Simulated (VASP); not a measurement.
A run of VASP 6.6.1 is set up as follows.

The input INCAR:

```
ALGO     = Fast           # electronic algorithm
EDIFF    = 1E-7           # SCF threshold, eV
ENCUT    = 400            # plane-wave cutoff, eV
GGA      = RP             # functional
ISIF     = 2              # what is computed and relaxed
ISMEAR   = 0              # smearing method
ISYM     = 0            
IVDW     = 12             # dispersion correction
LASPH    = T              # aspherical terms in the spheres
LCHARG   = F              # write CHGCAR
LREAL    = F              # projectors in reciprocal space
LWAVE    = F              # write WAVECAR
NELM     = 100            # most SCF steps
PREC     = Accurate       # precision mode
SIGMA    = 0.01           # smearing width, eV
```

Contents of KPOINTS:

```
k-points
0
Gamma
  1 1 1
```

The input POSCAR:

```
H4C                                     
1.0
   12.2281593986      0.0000000000      0.0000000000
    0.0000000000     12.7281593986      0.0000000000
    0.0000000000      0.0000000000     13.2281593986
  C               H             
     1     4
Selective dynamics
Direct
     0.4999999746000015    0.5039282365999966    0.5000000189000033   F   F   F
     0.5175708436815167    0.4283348719395596    0.5363496462880663   T   T   T
     0.5626919372685905    0.5613365793681653    0.5215856043054216   T   T   T
     0.4194437372790111    0.5320815378846260    0.5244263536710349   T   T   T
     0.5002936830799563    0.4939601754749627    0.4176371138948987   T   T   T
```

Potentials or basis: VASP PAW PBE potentials, release 64 (C, H).

Launch:

```sh
$ cat potpaw_PBE.64/C/POTCAR potpaw_PBE.64/H/POTCAR > POTCAR
$ mpirun -np 4 vasp_gam > vasp.out
```

Estimate the dispersion energy per atom.

-0.035 eV.

What does it give for the largest force?

0.038 eV/Å.

Forces on the atoms (eV/Å):
```
C    0.000  0.000  0.000
H    0.008 -0.034  0.017
H    0.027  0.026  0.010
H   -0.035  0.013  0.011
H    0.000 -0.005 -0.038
```

Caveat: the PAW data sets were made with another functional, which shifts forces and pressure a little.
